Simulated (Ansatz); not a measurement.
A (101) slab of Al2Cu (I4/mcm (No. 140)), 18 planes, outer planes Al (top) and Cu (bottom), with 18 atoms (Al12Cu6) in a surface cell of A = 23.061 Å², as cut from the bulk:

```
CELL_PARAMETERS angstrom
4.87705 0.00000 0.00000
1.19478 4.72844 0.00000
0.00000 0.00000 25.93812
ATOMIC_POSITIONS crystal
Cu 0.90161 0.90161 0.28915
Al 0.36593 0.04729 0.30229
Al 0.24052 0.55916 0.34848
Cu 0.70484 0.70484 0.36162
Al 0.85051 0.16915 0.37477
Al 0.36239 0.04375 0.42095
Cu 0.50806 0.50806 0.43410
Al 0.97238 0.65374 0.44724
Al 0.84698 0.16562 0.49343
Cu 0.31129 0.31129 0.50657
Al 0.45696 0.77560 0.51972
Al 0.96884 0.65020 0.56590
Cu 0.11451 0.11451 0.57905
Al 0.57883 0.26019 0.59219
Al 0.45343 0.77207 0.63838
Cu 0.91774 0.91774 0.65152
Al 0.06341 0.38205 0.66466
Al 0.57529 0.25665 0.71085
```

All numbers below come from DFT PBEsol, scalar-relativistic, plane waves, PAW in Ansatz. Plane waves to 420 eV, a k mesh through Γ of 7×7×1 on the computed 18-atom cell and Gaussian smearing (0.10 eV); no spin polarisation. The cell repeats along c with a dipole correction in the vacuum.

Against the same 18 atoms in the bulk, the slab as cut lies 4.832 eV higher and the relaxed slab 4.547 eV higher.

**Question.** Work out the surface energy before and after relaxation.

**Answer.** The slab has two faces, so γ = (E_slab − N·E_bulk)/(2A), the mean of both. As cut: 4.832/(2 × 23.061) = 0.1048 eV/Å², and 1 eV/Å² = 16.02 J/m², so γ = 1.68 J/m². Relaxed: 4.547/(2 × 23.061) = 0.0986 eV/Å² = 1.58 J/m². Relaxation recovers 6 % of the cost of cutting.

**Question.** What is the ideal work of this cut, per area?

**Answer.** Griffith's ideal work is 2γ: 3.36 J/m² if the new faces stay rigid, 3.16 J/m² if they relax. Other cuts parallel to this plane can cost less. One thickness was run, 18 planes, so γ can still shift with it.